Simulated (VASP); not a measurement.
## NaI: single point with PBE

The system is NaI.

```
Na I
1.0
     0.00000    3.22963    3.31941
     3.22963    0.00000    3.31941
     3.22963    3.22963    0.00000
Na I
1 1
Direct
  0.00000 0.00000 0.00000
  0.50000 0.50000 0.50000
```

The cell isn't the ideal one: uniaxial_z strain +2.8%.

| Item | Value |
| --- | --- |
| Program | VASP 6.6.1 |
| Task | single point |
| Functional | PBE |
| Potentials or basis | VASP PAW PBE potentials, release 64 (Na_pv, I) |
| Cutoff | 520 eV |
| k mesh | 8 × 8 × 8 |
| Occupations | fermi-dirac, width 0.02 eV |
| Spin | no spin polarisation |
| Dipole correction | no |
| Further INCAR settings | ALGO = Normal; EDIFF = 1e-07; NBANDS = 14 |

```
Pressure               : 0.1 GPa
Band gap on the k mesh : 3.57 eV, direct
```

Stress tensor (GPa, compression positive):
```
 0.31  0.00  0.00
 0.00  0.31  0.00
 0.00  0.00 -0.28
```

Levels at points of the mesh, in eV from the valence-band top:
```csv
k point,band 3,band 4,band 5,band 6,band 7,band 8,band 9,band 10,band 11,band 12
"(0.00, 0.00, 0.00)",-22.48,-10.98,-0.03,-0.03,0.00,3.57,7.79,7.97,7.97,9.54
"(0.50, 0.00, 0.00)",-22.48,-10.69,-2.13,-0.31,-0.27,5.07,7.31,7.51,8.56,10.24
"(0.50, 0.50, 0.00)",-22.48,-10.64,-1.85,-0.69,-0.69,4.48,5.62,9.58,11.24,11.24
"(0.50, 0.00, 0.50)",-22.48,-10.61,-1.85,-0.81,-0.70,4.45,5.55,9.78,10.90,11.34
```

It took 22 s on 1 thread of Intel(R) Xeon(R) 6975P-C (Granite Rapids), on a shared host, peak memory 0.23 GiB.

Caveat: spin-orbit coupling is left out, which moves the levels of the heavy elements.
